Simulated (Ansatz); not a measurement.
Input and command of a plane-wave DFT calculation in Ansatz:

```yaml
crystal:
  lattice:
    - [3.0162565659, -0.0807849469, 0.036093992]
    - [-1.5780900992, 2.8034362835, -0.036199245]
    - [0.0592352901, -0.0343989677, 4.9960996348]
  atoms:
    - { symbol: Si, position: [0.3543459347, 0.698087717, 0.0041623147] }
    - { symbol: Si, position: [0.654857828, 0.2869810973, 0.5059977038] }
    - { symbol: C, position: [0.314110267, 0.6746077311, 0.3988759158] }
    - { symbol: C, position: [0.6766859703, 0.3403234545, 0.8609640657] }
basis:
  ecutwfc: 420
kpoints:
  mp_grid: { grid: [12, 12, 6] }
hamiltonian:
  xc: pbe
scf:
  occupations: { method: gaussian, width: 0.05 }
output:
  forces: true
  stress: true
  eigenvalues: true
  write_density: true
  write_potential: true
  elf: true
  volumetric_format: npy
```

```bash
ansatz run input.yaml --threads 2 --pin off --max-ram 5120MiB --backend cpu --events-out ev --progress --plain --runs-dir out
```

Processor: Intel(R) Xeon(R) 6975P-C (Granite Rapids), 2 threads, on a host shared with other jobs.

Question: Estimate time, memory and problem size.

Answer: About 7.5 s on 2 threads of Intel(R) Xeon(R) 6975P-C (Granite Rapids), with other jobs on the host, peak memory 0.58 GiB. It solves 12 bands at 436 k points (the mesh reduced by symmetry) with about 811 plane waves, in 6 SCF iterations.
